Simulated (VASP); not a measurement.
# Si: RPA energy

Si, Fd-3m (no. 227), 2 atoms in the cell. PBE, RPA; PAW potentials Si_GW (PBE set).

Procedure: all-in-one.

## Input

INCAR.step1:
```
SYSTEM = Si
  ISMEAR = 0
  SIGMA = 0.05
  EDIFF = 1E-8
  PREC = Accurate
  LASPH = .TRUE.
  LREAL = .FALSE.
  LCHARG = .FALSE.
  ENCUT = 250
  GGA = PE
  LWAVE = .TRUE.
  ALGO = Normal
```

INCAR.step2, as INCAR.step1 but for:
```
- LWAVE = .TRUE.
- ALGO = Normal
+ ALGO = G0W0R
+ NOMEGA = 12
+ LOPTICS = .TRUE.
+ LWAVE = .FALSE.
+ LFOCKSTD = .TRUE.
+ MAXMEM = 3000
+ LSINGLES = .TRUE.
+ NATURALO = 2
```

KPOINTS:
```
k-points
0
Gamma
  3 3 3
```

POSCAR:
```
Si
1.0
    0.0000000000      2.7218511865      2.7218511865
    2.7218511865      0.0000000000      2.7218511865
    2.7218511865      2.7218511865      0.0000000000
Si
2
Direct
    0.5000000000      0.5000000000      0.5000000000
    0.7500000000      0.7500000000      0.7500000000
```

Commands (each step's output is kept before the next begins):
```
cat potpaw_PBE.64/Si_GW/POTCAR > POTCAR
cp INCAR.step1 INCAR
mpirun -np 4 vasp_std > vasp.out
cp INCAR.step2 INCAR
mpirun -np 4 vasp_std > vasp.out
```

## Result

- RPA correlation energy, extrapolated (eV): -12.661
- Correlation energy at the largest cutoff (eV): -12.166
- Total energy with exact exchange and no correlation (eV): -18.748
- Total energy in the RPA (eV): -31.409
- Singles (eV): -0.320
- Renormalised singles (eV): -0.320
- GW singles (eV): -0.310
- Gap of the starting orbitals on the mesh (eV): 0.70

Correlation energy against the response cutoff (eV per cell); the program extrapolates from these:

| ENCUTGW (eV) | Correlation energy |
|---|---|
| 166.7 | -12.17 |
| 158.7 | -12.13 |
| 151.2 | -12.09 |
| 144 | -12.05 |
| 137.1 | -12 |
| 130.6 | -11.94 |
| 124.4 | -11.89 |
| 118.4 | -11.84 |

Limits: The cell's absolute correlation energy isn't converged; only differences at like settings carry meaning.

VASP 6.6.1 took 35 s on 4 cores (Intel Xeon 6975P-C (Granite Rapids)), a shared host.
